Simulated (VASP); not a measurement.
# H₂Te: convergence, screened Coulomb integrals of an active space by constrained RPA

H₂Te, molecule in box, 3 atoms in the cell. PBE, constrained RPA for the effective Coulomb interaction; PAW potentials Te_GW, H_GW (PBE set). VASP 6.6.1.

Wanted: screened U within a state, mean within 0.1 eV; bare U within a state, mean within 0.2 eV.

Target states: HOMO and LUMO.

POSCAR of the starting run:
```
TeH2
1.0
    6.4200000000      0.0000000000      0.0000000000
    0.0000000000      6.9200000000      0.0000000000
    0.0000000000      0.0000000000      5.8000000000
Te H
1 2
Direct
    0.6106386300      0.4041112700      0.5681206900
    0.5596573200      0.6386777500      0.5693448300
    0.3893613700      0.3613222500      0.4306551700
```

The series start from Empty bands asked for: 90; Cutoff of the response function (eV): 80; Plane-wave cutoff (eV): 420; Room around the molecule (Å): 5. Each series keeps the choices made before it, and each single choice may use up half of a tolerance. Times cover all steps of a run.

## Empty bands asked for

| Empty bands asked for | Screened U within a state, mean (eV) | Bare U within a state, mean (eV) | Time (s) |
|---|---|---|---|
| 15 | 6.33 | 8.62 | 45 |
| 40 | 6.13 | 8.62 | 52 |
| 90 | 6.09 | 8.62 | 47 |
| 180 | 6.09 | 8.62 | 45 |
| 320 (reference) | 6.08 | 8.62 | 50 |

Chosen: 40, the loosest value from which every tighter one stays within half of the tolerance.

## Cutoff of the response function (eV)

| Cutoff of the response function (eV) | Screened U within a state, mean (eV) | Bare U within a state, mean (eV) | Time (s) |
|---|---|---|---|
| 50 | 6.12 | 8.62 | 51 |
| 80 | 6.13 | 8.62 | 52 |
| 120 | 6.14 | 8.62 | 51 |
| 180 (reference) | 6.14 | 8.62 | 53 |

Chosen: 50.

## Plane-wave cutoff (eV)

| Plane-wave cutoff (eV) | Screened U within a state, mean (eV) | Bare U within a state, mean (eV) | Time (s) |
|---|---|---|---|
| 280 | 6.11 | 8.61 | 9.3 |
| 350 | 6.12 | 8.61 | 20 |
| 420 (reference) | 6.12 | 8.62 | 51 |

Chosen: 280.

## Room around the molecule (Å)

| Room around the molecule (Å) | Screened U within a state, mean (eV) | Bare U within a state, mean (eV) | Time (s) |
|---|---|---|---|
| 3.5 | 3.66 | 10.35 | 3.6 |
| 4.25 | 5.40 | 9.27 | 5.1 |
| 5 | 6.11 | 8.61 | 9.3 |
| 6 (reference) | 6.55 | 8.32 | 28 |

Chosen: 6; the next looser run is off by more than half of the tolerance, so convergence isn't shown beyond this value.

## All choices together

| Input | Screened U within a state, mean (eV) | Bare U within a state, mean (eV) | Time (s) |
|---|---|---|---|
| defaults (naive) | 7.86 | 8.61 | 27 |
| chosen settings | 6.55 | 8.32 | 28 |
| reference settings throughout | 6.58 | 8.47 | 170 |

The chosen settings stay within the tolerance of the reference run, but the reference itself isn't shown to be converged in: Room around the molecule (Å).

## The input

INCAR.step1:
```
SYSTEM = TeH2
ALGO = Normal
EDIFF = 1E-7
ENCUT = 280
GGA = PE
ISMEAR = -1
LASPH = .TRUE.
LCHARG = .FALSE.
LWAVE = .TRUE.
NELM = 150
PREC = Accurate
SIGMA = 0.02
```

INCAR.step2, as INCAR.step1 but for:
```
- ALGO = Normal
- NELM = 150
+ ALGO = Exact
+ LOPTICS = .TRUE.
+ NBANDS = 44
+ NELM = 1
```

INCAR.step3:
```
SYSTEM = TeH2
ALGO = CRPA
ENCUT = 280
ENCUTGW = 50
GGA = PE
ISMEAR = -1
LASPH = .TRUE.
LCHARG = .FALSE.
LOCALIZED_BASIS = BLOCH
LWAVE = .FALSE.
NBANDS = 44
NCRPA_BANDS = 4 5
NTARGET_STATES = 4 5
PREC = Accurate
PRECFOCK = Fast
SIGMA = 0.02
```

KPOINTS:
```
k-points
0
Gamma
  1 1 1
```

POSCAR:
```
TeH2
1.0
    7.4200000000      0.0000000000      0.0000000000
    0.0000000000      7.9200000000      0.0000000000
    0.0000000000      0.0000000000      6.8000000000
Te H
1 2
Direct
    0.5957277700      0.4162184300      0.5581029400
    0.5516172500      0.6211679300      0.5591470600
    0.4042722300      0.3788320700      0.4408529400
```

Commands (each step's output is kept before the next begins):
```
cat potpaw_PBE.64/Te_GW/POTCAR potpaw_PBE.64/H_GW/POTCAR > POTCAR
cp INCAR.step1 INCAR
mpirun -np 4 vasp_std > vasp.out
cp INCAR.step2 INCAR
mpirun -np 4 vasp_std > vasp.out
cp INCAR.step3 INCAR
mpirun -np 4 vasp_std > vasp.out
```

The chosen input took VASP 6.6.1 28 s on 4 cores (Intel Xeon 6975P-C (Granite Rapids)), a shared host.
